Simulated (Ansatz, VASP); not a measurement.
**One calculation of ZnS, two programs**

The input INCAR:

```
SYSTEM = ZnS
ALGO = Fast ; EDIFF = 1E-6
ENCUT = 520 ; GGA = PE
ISIF = 2 ; ISMEAR = 0
LASPH = .TRUE. ; LCHARG = .FALSE.
LREAL = .FALSE. ; LWAVE = .FALSE.
NBANDS = 26 ; NELM = 100
PREC = Accurate ; SIGMA = 0.1
```

The input KPOINTS:

```
k-points
0
G
  6 6 4
  0 0 0
```

POSCAR

```
ZnS
1.0
    3.8109987816      0.0000000000      0.0000000000
   -1.9054993908      3.3004217586      0.0000000000
    0.0000000000      0.0000000000      6.2340000000
Zn S
2 2
Direct
    0.3333333333      0.6666666667      0.0000000000
    0.6666666667      0.3333333333      0.5000000000
    0.3333333333      0.6666666667      0.3850000000
    0.6666666667      0.3333333333      0.8850000000
```

Input for Ansatz:

```yaml
crystal:
  lattice:
    - [3.8109987816, 0.0, 0.0]
    - [-1.9054993908, 3.3004217586, 0.0]
    - [0.0, 0.0, 6.234]
  atoms:
    - { symbol: Zn, position: [0.3333333333, 0.6666666667, 0.0] }
    - { symbol: Zn, position: [0.6666666667, 0.3333333333, 0.5] }
    - { symbol: S, position: [0.3333333333, 0.6666666667, 0.385] }
    - { symbol: S, position: [0.6666666667, 0.3333333333, 0.885] }
basis:
  ecutwfc: 420
kpoints:
  mp_grid: { grid: [6, 6, 4] }
hamiltonian:
  xc: pbe
scf:
  occupations: { method: gaussian, width: 0.1 }
output:
  forces: true
  stress: true
  eigenvalues: true
```

Alike in both runs: task single point; functional PBE; k mesh 6 × 6 × 4; occupations gaussian, width 0.1 eV; no spin polarisation.

```csv
,VASP,Ansatz
version,VASP 6.6.1,Ansatz 0.2.0
potentials or method,"VASP PAW PBE potentials, release 64 (Zn, S)","scalar-relativistic, plane waves, PAW"
plane-wave cutoff (eV),520,420
valence electrons in the cell,36,36
```

|  | VASP | Ansatz | Ansatz less VASP |
| --- | --- | --- | --- |
| gap on the k mesh at the Fermi level (eV) | 2.25 | 2.25 | -0.006 |
| least direct gap on the mesh (eV) | 2.25 | 2.25 | -0.006 |
| pressure (GPa) | 2.9 | 2.3 | -0.58 |
| largest component of the traceless stress (GPa) | 1.40 | 1.37 | -0.023 |
| rms of the force components (eV/Å) | 0.187 | 0.185 | -0.0019 |

Atom by atom the forces differ by 0.002 eV/Å (rms over components).

A hybrid or GW would open this gap; PBE tends to underestimate it.
